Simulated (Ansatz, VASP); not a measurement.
# Two plane-wave programs on SiO2

```xyz
9
Lattice="5.1143 0.0000 0.0000 -2.5571 4.4291 0.0000 0.0000 0.0000 5.5249" Properties=species:S:1:pos:R:3 pbc="T T T"
Si   -1.2786    2.2145    1.8416
Si    1.2786    2.2145    3.6832
Si    2.5571    0.0000    0.0000
O     0.9630    3.5087    4.6040
O     2.5571    2.5883    2.7624
O     3.5201    0.9204    0.9208
O     1.5941    0.9204    4.6040
O     0.0000    1.8408    2.7624
O    -0.9630    3.5087    0.9208
```

Change from the starting cell: strain +0.0150 x Voigt [1, 1, 0, 0, 0, 0], atoms carried along.

Alike in both runs: task single point; functional LDA; k mesh 6 × 6 × 4; occupations gaussian, width 0.05 eV; no spin polarisation.

|  | VASP | Ansatz |
| --- | --- | --- |
| version | VASP 6.6.1 | Ansatz 0.2.0 |
| potentials or method | VASP PAW LDA potentials, release 64 (Si, O) | scalar-relativistic, plane waves, PAW |
| plane-wave cutoff (eV) | 520 | 420 |
| valence electrons in the cell | 48 | 48 |

VASP gave:

| Quantity | Value |
| --- | --- |
| gap on the k mesh at the Fermi level (eV) | 5.34 |
| least direct gap on the mesh (eV) | 5.56 |
| pressure (GPa) | -4.8 |
| largest component of the traceless stress (GPa) | 0.73 |
| rms of the force components (eV/Å) | 0.112 |

**Question.** Which values does Ansatz return?

**Answer.** gap on the k mesh at the Fermi level (eV): 5.34; least direct gap on the mesh (eV): 5.56; pressure (GPa): -5.3; largest component of the traceless stress (GPa): 0.70; rms of the force components (eV/Å): 0.115.

Atom by atom the forces differ by 0.003 eV/Å (rms over components).

A k mesh can miss the band edges.
